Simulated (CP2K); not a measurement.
Sr:

```
Sr
1.0
     4.30253    0.00000    0.00000
     2.15127    3.72610    0.00000
     2.15127    1.24203    3.51300
Sr
1
Direct
  0.00000 0.00000 0.00000
```

Base run:

```yaml
Program: CP2K 2026.2
Functional: PBEsol
Potentials_or_basis: POTENTIAL_UZH Sr GTH-PBE-q10; TZVP-MOLOPT-PBE-GTH basis
Density_cutoff: 12245 eV
k_mesh: 8 × 8 × 8
Occupations: fermi-dirac, width 0.05 eV
Spin: no spin polarisation
```

Its results: band gap on the k mesh none (metal or under the smearing width); pressure -0.9 GPa.

The run is repeated on the same cell with these changes: functional from PBEsol to MS2. What comes out?

Band gap on the k mesh none (metal or under the smearing width); pressure 0.0 GPa.

Caveats: the potentials were made for another functional, which shifts forces and pressure; the basis of atomic orbitals isn't converged, which shifts pressures, moduli and gaps.

Not every run made on this cell is shown here.
